Where zirconium enters the oxygen band of BaZrO₃

Nine O 2p orbitals in the unit cell of BaZrO₃ face five Zr 4d orbitals. At any wave vector, each d orbital can couple to one combination of the p orbitals, so that at most five combinations find a partner and at least four find none. With two electrons to an orbital, the filled O 2p band of 18 states thus has room for 10 that bond to Zr 4d and at least 8 that don't. Where in the band do the two kinds lie?

A combination that couples to the higher Zr level is pushed down and takes up some d character on the way. A combination without a partner stays where the oxygen atoms alone would put it, and stays pure. The bottom of the band should therefore carry the zirconium, and the top should be nearly pure oxygen.

Ansatz 0.2.0, plane-wave PAW DFT with the PBE functional, scalar-relativistic and not spin-polarised, for cubic BaZrO₃ (5-atom cell, atoms fixed). The plane-wave cutoff is 420 eV, the k mesh 6×6×6 and the Gaussian smearing width 0.05 eV. States are counted in electrons per cell, and the shares come from Löwdin projections.

```
bottom of the window, from the Fermi level (eV)  top of the window (eV)  states in the window (per cell)  share of Zr 4d  share of O 2p  share of Zr 5s
                                         -18.16                  -16.69                             6.00            0.07           0.00            0.04
                                         -12.46                  -11.71                             6.00            0.01           0.03            0.00
                                          -5.37                   -1.59                            18.00            0.10           0.85            0.00
                                          -5.36                   -4.10                             4.68            0.21           0.72            0.03
                                          -4.10                   -2.86                             6.95            0.12           0.83            0.00
                                          -2.22                   -1.61                             2.36            0.00           0.98            0.00
                                           1.61                    2.22                             0.28            0.96           0.04            0.00
```

The row that begins at -5.37 eV is the whole O 2p band, and the three rows after it are windows inside this band. A share is the part of the projected states that falls on one kind of atomic orbital. Going up through the three windows, the share of Zr 4d falls from 0.21 through 0.12 to 0.00. Dividing the electron density among atomic cells, a different way of sharing out, gives the same order. Energies count from a Fermi level that lies in the middle of the gap, so the last two rows are the two band edges. The k mesh is coarse for such narrow windows, which makes their counts of states rough.

Two simpler pictures deserve a hearing. The first says that levels mix more the closer they lie in energy. It is tempting because it holds for any pair of levels with a fixed coupling V: a state at energy E then takes up a d share of about

share = V² / (V² + (E_d − E)²)

where E_d is the energy of the Zr 4d level. The top of the O 2p band lies closest to the empty Zr 4d states, so it should contain the most zirconium. With V set by the whole band and E_d placed at the conduction edge, the share would rise from 0.07 in the lowest window to 0.18 in the highest. The computed share runs the other way, and no other value of V would turn the prediction round. What fails is the assumption that V is the same for all states.

The second picture is the ionic limit, in which V is zero throughout. The band would then owe its width to oxygen orbitals that overlap with one another, and it would hold no Zr 4d at all. The calculation puts about 1.9 electrons per cell of Zr 4d character into it. This is covalent mixing spread over the lower two thirds of the band, not a filled d shell, and its exact size hangs on the projection.

The ionic picture nevertheless keeps part of the truth. Above the middle window lie 18.00 − 4.68 − 6.95 = 6.37 states, and their mean Zr 4d share is about one per cent or less. These nearly d-free states still extend over 1.25 eV, a third of the width of the whole band. Something other than mixing with Zr 4d must spread them, and overlap between neighbouring oxygen atoms is the natural cause, though the table doesn't isolate it.

The bonding picture can be turned into an estimate. Put the O 2p level at zero and the Zr 4d level at D above it, and let the coupling push the lower state down to −x. The amplitudes c_p and c_d of the two orbitals in this state obey

−x c_p = V c_d
−(D + x) c_d = V c_p

Eliminating V gives c_d²/c_p² = x/(D + x), and hence

d share of a bonding state = x / (D + 2x)

A state that isn't pushed down holds no d character, and one pushed down much further than D approaches an equal mixture. The coupling has dropped out: the depth x now stands for it. Since only 10 of the 18 states can bond, the average over a window is reduced by the factor 10/18.

Take the lowest window. Its centre lies at -4.73 eV and the top of the band at -1.61 eV, so x is 3.12 eV. For D we take the distance between the band edges, 1.61 + 1.61 = 3.22 eV. A bonding state at this depth then has a d share of 3.12/(3.22 + 6.24) = 0.33, and the window average becomes 0.33 × 10/18 = 0.18, against the computed 0.21.

No constant was fitted to any row. The same estimate gives 0.15 for the middle window and 0.04 for the top one, so it has the right order and roughly the right size. It is too low at the bottom and too high above, as one would expect if the bonding states gather low in the band while the factor 10/18 is applied at every depth. Summed over the band, it gives about 30 per cent more Zr 4d than the calculation.

Part of the agreement is luck. The depth x includes the spreading by oxygen overlap, which brings in no d character. The splitting D is uncertain too, because many Zr 4d states lie well above the conduction edge. PBE also makes such gaps too small, but the shares used for comparison come from PBE as well. With D larger by 2 eV all three shares drop, but their order stays. The output printed below sets this estimate beside the one based on closeness in energy.

The conduction edge offers a second test. If the empty Zr 4d states mirror the filled band, the d character lost to that band is replaced by O 2p, on average about 0.19 in each of the ten. Closeness in energy would give the edge more than this average, since it lies nearest to the filled band. The computed share of O 2p there is only 0.04. How pure the edge looks hangs on the partition, however: atomic cells assign only about half of its density to Zr.

Symmetry explains why both edges are so pure. The lowest conduction state of a cubic perovskite of this kind lies at the zone centre, where every cell repeats the same pattern. A d orbital keeps its sign on inversion through the Zr atom, whereas the p pattern around it changes sign, so their overlaps cancel. In the highest valence state, at the zone corner, the p orbitals circle round each Zr atom in a pattern that no d orbital has. The table doesn't resolve wave vectors, so this step rests on theory. The same argument holds for other cubic perovskite oxides whose central metal has an empty d shell, as long as their band edges lie at these wave vectors.

For a device that uses BaZrO₃ as an insulating layer, the two edges tell where stray charge would go, as long as the crystal is free of defects and its atoms stay in place. An added electron enters Zr 4d states, and a hole enters O 2p states that hardly bond to zirconium.

Numerical output:

```
Zr 4d share in the lower, middle and top valence windows: 0.21, 0.12, 0
density share in the Zr cell, same three windows: 0.129, 0.078, 0.026
states per cell above the middle window, and of these not listed: 6.37, 4.01
Zr 4d weight in the whole O 2p band, electrons per cell: 1.852
mean Zr 4d share of the states above the middle window, by projected and by plain counts: 0.001211, 0.0137
width of that nearly d-free upper part and of the whole O 2p band, eV: 1.25, 3.78
Zr 4d share if closeness in energy ruled, three windows: 0.06824, 0.1, 0.1806
Zr 4d share from the bonding model without fit, three windows: 0.1832, 0.1493, 0.04424
the same with the level splitting 2 eV larger: 0.1513, 0.1159, 0.02906
rms miss of the closeness model and of the bonding model: 0.1331, 0.03431
Zr 4d weight of the whole band in the bonding model, electrons per cell: 2.407
mean O 2p share expected in the ten empty Zr 4d states if they mirror the filled band: 0.1852
that mean over the O 2p share at the conduction edge: 4.63
```
